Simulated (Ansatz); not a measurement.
## Nb in Ansatz: the effect of functional

The system is Nb.

```
CELL_PARAMETERS angstrom
0.00000 2.14283 2.14283
2.14283 0.00000 2.14283
2.14283 2.14283 0.00000
ATOMIC_POSITIONS crystal
Nb 0.00000 0.00000 0.00000
```

This isn't the form of Nb at room conditions, which is bcc.

The cell isn't the ideal one: volume scaled by 1.04.

Alike in all runs:

- Program: Ansatz 0.2.0
- Task: single point
- Potentials or basis: Ansatz PAW
- k mesh: 11 × 11 × 11
- Occupations: fermi-dirac, width 0.05 eV
- Spin: no spin polarisation

| functional | cutoff | pressure (GPa) |
| --- | --- | --- |
| LDA | 420 eV (not typed: the program's choice for these potentials) | ? |
| PBEsol | 420 eV (not typed: the program's choice for these potentials) | -12.7 |
| r2SCAN | 500 eV (not typed: the program's choice for these potentials) | -8.0 |

What does the run with functional LDA give?

Pressure -16.1 GPa.

Caveats: the PAW data sets come from PBE, with cores solved anew for the run's functional, which leaves a small shift of forces and pressure.
